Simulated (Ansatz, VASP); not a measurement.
Pd: VASP beside Ansatz

```
CELL_PARAMETERS angstrom
-1.54301 1.54301 1.54301
1.54301 -1.54301 1.54301
1.54301 1.54301 -1.54301
ATOMIC_POSITIONS crystal
Pd 0.00000 0.00000 0.00000
```

Alike in both runs: task single point; functional PBEsol; k mesh 16 × 16 × 16; occupations fermi-dirac, width 0.1 eV; no spin polarisation.

|  | VASP | Ansatz |
| --- | --- | --- |
| version | VASP 6.6.1 | Ansatz 0.2.0 |
| potentials or method | VASP PAW PBE potentials, release 64 (Pd) | plane waves (420 eV) with PAW, scalar-relativistic |
| plane-wave cutoff (eV) | 520 | 420 |
| valence electrons in the cell | 10 | 18 |

```csv
,VASP,Ansatz,Ansatz less VASP
pressure (GPa),-0.4,0.0,+0.37
```

The two sets of potentials don't hold the same shells in valence. Ansatz warned: «pseudo_functional_mismatch».

Caveats: the PAW data sets were made with another functional, which shifts forces and pressure a little (VASP).
